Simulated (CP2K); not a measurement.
Runs of CP2K 2026.2 on PbS. It takes space group Cmcm (No. 63, orthorhombic). The conventional cell has a = 4.160 Å, b = 11.983 Å, c = 4.279 Å, α = 90.00°, β = 90.00°, γ = 90.00°. Pb (site symmetry m2m) has 5 S at 2.69 to 2.99 Å as nearest neighbours. S (site symmetry m2m) is surrounded by 5 Pb at 2.69 to 2.99 Å. Measurements of this composition are mostly on another form, of space group No. 225.

```csv
potentials or basis,gap on the mesh (eV),pressure (GPa),largest force (eV/Å)
"GTH_POTENTIALS Pb GTH-PADE-q4, S GTH-PADE-q6; DZVP-MOLOPT-SR-GTH basis",1.12,-2.7,0.36
"GTH_POTENTIALS Pb GTH-BLYP-q4, S GTH-BLYP-q6; DZVP-MOLOPT-SR-GTH basis",1.13,-0.1,0.05
"POTENTIAL_UZH Pb GTH-SCAN-q4, S GTH-SCAN-q6; DZVP-MOLOPT-SR-GTH basis",1.07,(c),0.14
"GTH_POTENTIALS Pb GTH-PBE-q4, S GTH-PBE-q6; DZVP-MOLOPT-SR-GTH basis",(a),1.2,0.13
"POTENTIAL_UZH Pb GTH-PBE0-q4, S GTH-PBE0-q6; DZVP-MOLOPT-SR-GTH basis",(b),1.5,0.16
```

Alike in all rows: task single point; level PBE; no spin polarisation; cell as given; k mesh 7 × 7 × 6; smearing fermi-dirac 0.05 eV.

Problem. Estimate the missing entries.

Solution. (a) 1.18; (b) 1.14; (c) -0.8.

Caveats: spin-orbit coupling is left out, which as a rule narrows the gap of such compounds by several tenths of an eV; an odd mesh through Γ misses points on the zone boundary, where band edges often lie; the basis of atomic orbitals isn't converged, which shifts pressures, moduli and gaps; the potentials were made for another functional, which shifts forces and pressure (some runs).

A k mesh can miss the band edges, and the runs leave out spin-orbit coupling on Pb.
